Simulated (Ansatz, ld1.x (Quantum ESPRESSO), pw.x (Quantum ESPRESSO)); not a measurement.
Ag (Z = 47): one change to the ultrasoft potential, in the atom and in the bcc crystal

* Element: silver
* Generator: ld1.x (Quantum ESPRESSO) 7.5
* Type: ultrasoft
* Functional: PBE
* Relativity: scalar-relativistic
* Frozen core: [Ar] 3d10
* Valence charge: 19
* Reference configuration: 4s2 4p6 4d10 5s1 5p0
* Partial waves: 4s (bound): rcut 1.20, rcutus 1.25 bohr; 5s (bound): rcut 1.20, rcutus 1.25 bohr; 4p (bound): rcut 1.85, rcutus 2.05 bohr; 5p (bound, empty): rcut 1.85, rcutus 2.05 bohr; 4d (bound): rcut 1.00, rcutus 1.25 bohr; 4d channel at 0.05 Ry: rcut 1.00, rcutus 1.25 bohr
* Local potential: all-electron potential smoothed inside 1.95 bohr (lloc = -2)
* Core correction: none
* Augmentation charge: PSQ, inside the norm-conserving radii

Change: type PAW; local potential all-electron potential smoothed inside 1.00 bohr (lloc = -1); augmentation BESSEL, radius 0.95 bohr.

Cutoffs, loose and tight: the cutoffs (Ry, on a coarse ladder) from which the occupation-weighted sum of valence levels, in a spherical-Bessel basis at the reference potential, stays within 10 and 1 mRy of its value at 400 Ry. They do not see the model core or the augmentation charge, which bear on the density cutoff. Test errors are all-electron minus pseudo excitation energies from the reference, over the configurations 4s2 4p6 4d10 5s0 5p0; 4s2 4p6 4d9 5s0 5p0; 4s2 4p6 4d8 5s0 5p0; 4s2 4p6 4d9 5s1 5p1; 4s2 4p6 4d10 5s0 5p1; 4s2 4p5 4d10 5s1 5p0; 4s2 4p6 4d10 5s0.5 5p0; variants that change the core or the reference have their own tests.

Crystal test: bcc Ag in pw.x 7.5, no spin, 14³ k-points, Fermi–Dirac smearing 0.01 Ry, cutoffs set for each file from its atomic test. The reference is all-electron LAPW (Ansatz 0.2.0) with the same functional, mesh and smearing; V0 and B0 come from Birch–Murnaghan fits to the pressures at five volumes. Errors are pseudo minus all-electron; Δ is the rms difference of the E(V) curves that follow from these fits, minima aligned, over ±6 % about the mean V0. Mesh and smearing are coarse, so the numbers serve the comparison and aren't converged zero-temperature values; the lattice is a test structure that the element need not adopt.

All-electron: a0 = 3.302 Å (V0 = 18.01 Å³/atom), B0 = 87.5 GPa.

Does the change bring the crystal closer to the all-electron result?

The mean pressure error goes from +0.53 to -1.24 GPa, so the change moves the solid further from the all-electron pressures.

| quantity | base | changed |
| --- | --- | --- |
| outcome (atom) | generated | generated |
| cutoff, loose (atom) | 70 Ry | 70 Ry |
| cutoff, tight (atom) | 120 Ry | 120 Ry |
| bound ghosts (atom) | none | none |
| largest test error (meV) (atom) | -2.7 over the solved tests; 1 of 7 tests not solved or not reliable | -23 |
| cutoffs in pw.x (Ry) | 145/900 | 145/900 |
| a0 (Å) | 3.309 | 3.287 |
| a0 error (%) | +0.19 | -0.46 |
| B0 error (%) | +0.3 | +3.1 |
| Δ (meV/atom) | 2.0 | 4.8 |
| mean pressure error (GPa) | +0.53 | -1.24 |

Base: Atomic configuration tests: 1 of 7 tests not solved or not reliable. The atomic cutoffs weigh occupied waves only.
